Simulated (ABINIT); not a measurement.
# Nb: band structure with revPBE

Nb:

```
CELL_PARAMETERS angstrom
-1.66395 1.66395 1.66395
1.66395 -1.66395 1.66395
1.66395 1.66395 -1.66395
ATOMIC_POSITIONS crystal
Nb 0.00000 0.00000 0.00000
```

```json
{
  "Program": "ABINIT 10.8.3 (patched build)",
  "Task": "band structure",
  "Functional": "revPBE",
  "Potentials or basis": "JTH PAW PBE v2.0",
  "Cutoff": "408 eV",
  "k mesh": "11 × 11 × 11",
  "Occupations": "fermi-dirac, width 0.05 eV",
  "Spin": "no spin polarisation",
  "Fine-grid cutoff": "816.342 eV",
  "Exchange and correlation inside the PAW spheres": "full angular mesh (pawxcdev 0, this build's default; the released program takes 1)"
}
```

The band gap on the k mesh is none (metal or under the smearing width). The valence electrons inside the program's atomic spheres are Nb 10.13 (radii [1.1753] Å).

Levels at the corners of the path, in eV from the Fermi level:
```tsv
point	band 4	band 5	band 6	band 7	band 8	band 9
Γ	-29.73	-5.83	0.41	0.41	0.41	3.24
H	-30.60	-3.56	-3.56	5.47	5.47	5.47
N	-29.75	-3.59	-1.56	2.21	3.26	3.92
Γ	-29.73	-5.83	0.41	0.41	0.41	3.24
P	-30.37	-1.05	-1.05	-1.05	4.05	4.05
H	-30.60	-3.56	-3.56	5.47	5.47	5.47
```

Run time: 8.3 s on 1 thread of Arm Neoverse V1, with other jobs on the host, peak memory 0.1 GiB.
